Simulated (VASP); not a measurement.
Something may be wrong with this VASP 6.6.1 calculation of Ti.

run.py

```python
from ase.calculators.vasp import Vasp
from ase.dft.dos import DOS
from ase.spacegroup import crystal

atoms = crystal(
    ['Ti'],
    basis=[[0.0, 0.0, 0.0]],
    spacegroup=225,
    setting=1,
    cellpar=[4.06, 4.06, 4.06, 90.0, 90.0, 90.0],
    primitive_cell=True,
)
calc = Vasp(
    directory='calc',
    xc='pbe',
    pp='PBE',
    setups='gw',
    prec='Accurate',
    encut=550,
    ediff=1e-06,
    ismear=0,
    sigma=0.1,
    lreal=False,
    lasph=True,
    nelm=60,
    algo='Damped',
    isif=2,
    lwave=False,
    lcharg=False,
    lmaxmix=4,
    ivdw=11,
    lorbit=10,
    time=8.0,
    kpts=[11, 11, 11],
    gamma=True,
)
atoms.calc = calc

print('energy (eV):', atoms.get_potential_energy())
print('free energy (eV):', atoms.get_potential_energy(force_consistent=True))
print('forces (eV/A):')
print(atoms.get_forces())
print('stress (eV/A^3, Voigt):', atoms.get_stress())
print('Fermi level (eV):', calc.get_fermi_level())
dos = DOS(calc, width=0.05, window=(-10, 10), npts=201)
print('E - E_F (eV), DOS (1/eV)')
for e, g in zip(dos.get_energies(), dos.get_dos()):
    print(f'{e:8.3f} {g:10.4f}')
```

Potentials or basis: VASP PAW PBE potentials, release 64 (Ti_sv_GW).

The run is started by

```console
$ python run.py
```

Output:

```text
energy (eV): 684.46734605
free energy (eV): 684.46734605
forces (eV/A):
[[-0. -0. -0.]]
stress (eV/A^3, Voigt): [-1.07682429 -1.07682429 -1.07682429  0.         -0.          0.        ]
Fermi level (eV): 37.38738086
E - E_F (eV), DOS (1/eV)
 -10.000     0.1210
  -9.900     0.3624
  -9.800     0.2272
  -9.700     0.2159
  -9.600     0.0993
  -9.500     0.0000
[... 193 lines left out ...]
   9.900     0.3097
  10.000     0.0459
```

OUTCAR:

```text
ENCUT = 550.000000
   EDIFF = 1.00e-06
[... 591 lines left out ...]

=======================================================================
```

What happened, and what is wrong with the input?

The run did not converge. The input holds a flaw that was put in on purpose: damping step far too long (ALGO = Damped; TIME = 8).
